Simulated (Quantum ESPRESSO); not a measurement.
**AlNi in Quantum ESPRESSO: the effect of target pressure**

AlNi:

```
CELL_PARAMETERS angstrom
2.88100 0.00000 0.00000
0.00000 2.88100 0.00000
0.00000 0.00000 2.88100
ATOMIC_POSITIONS crystal
Ni 0.50000 0.50000 0.50000
Al 0.00000 0.00000 0.00000
```

Alike in all runs:

| Quantity | Value |
| --- | --- |
| Program | Quantum ESPRESSO 7.5 |
| Task | relaxation of cell and atoms |
| Functional | PBEsol |
| Potentials or basis | GBRV 1.5 PBEsol |
| Cutoff | 707 eV |
| Density cutoff | 5633 eV |
| k mesh | 9 × 9 × 9 |
| Occupations | fermi-dirac, width 0.05 eV |
| Spin | collinear spin, ferromagnetic start |
| Starting moments | [1.0, 0.0] μB |

Each run relaxes the cell or the atoms first.

```tsv
target pressure	relaxed volume (Å³/atom)
0 GPa	11.72
2 GPa	11.59
5 GPa	11.40
10 GPa	?
20 GPa	10.67
30 GPa	10.29
```

Problem. What does the run with target pressure 10 GPa give?

Solution. Relaxed volume 11.13 Å³/atom.

Worked out: In Murnaghan's law V^(-B') rises as a straight line in P. The other rows fit best with B' = 4.3, V0 = 11.72 Å³/atom and B0 = 172 GPa, which gives 11.13 Å³/atom at 10 GPa, against the run's 11.13.
